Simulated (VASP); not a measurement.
The system is V.

```xyz
2
Lattice="2.6923 0.0000 0.0000 -1.3462 2.3316 0.0000 0.0000 0.0000 4.3966" Properties=species:S:1:pos:R:3 pbc="T T T"
V     0.0000    1.5544    1.0992
V     1.3462    0.7772    3.2975
```

This isn't the form of V at room conditions, which is bcc.

* Program: VASP 6.6.1
* Task: relaxation of cell and atoms
* Functional: PBE
* Potentials or basis: VASP PAW PBE potentials, release 64 (V_sv)
* Cutoff: 600 eV
* k mesh: 18 × 18 × 10
* Occupations: gaussian, width 0.1 eV
* Spin: no spin polarisation

At the start: pressure 1.0 GPa; volume 13.80 Å³/atom.

Task: Where does the relaxation end?

Result: Over 8 steps the energy falls by 34.0 meV/atom and the volume is 13.85 Å³/atom (+0.4 %); space group P6_3/mmc (No. 194, to 0.05 Å).

The path:
| step | energy change (eV) | largest force (eV/Å) | pressure (GPa) | volume (Å³) |
| --- | --- | --- | --- | --- |
| 1 | 0.0000 | 0.0000 | 0.98 | 27.60 |
| 2 | -0.0361 | 0.0000 | -1.28 | 27.93 |
| 3 | -0.0589 | 0.0000 | -3.65 | 28.31 |
| 4 | -0.0632 | 0.0000 | 1.65 | 27.45 |
| 5 | -0.0676 | 0.0000 | -0.61 | 27.80 |
| 6 | -0.0681 | 0.0000 | 0.07 | 27.70 |
| 7 | -0.0681 | 0.0000 | -0.10 | 27.71 |
| 8 | -0.0681 | 0.0000 | -0.05 | 27.71 |

Final structure:
```
V
1.0
     2.61144    0.00000    0.00000
    -1.30572    2.26158    0.00000
     0.00000    0.00000    4.69151
V
2
Cartesian
  0.0000 1.5077 1.1729
  1.3057 0.7539 3.5186
```
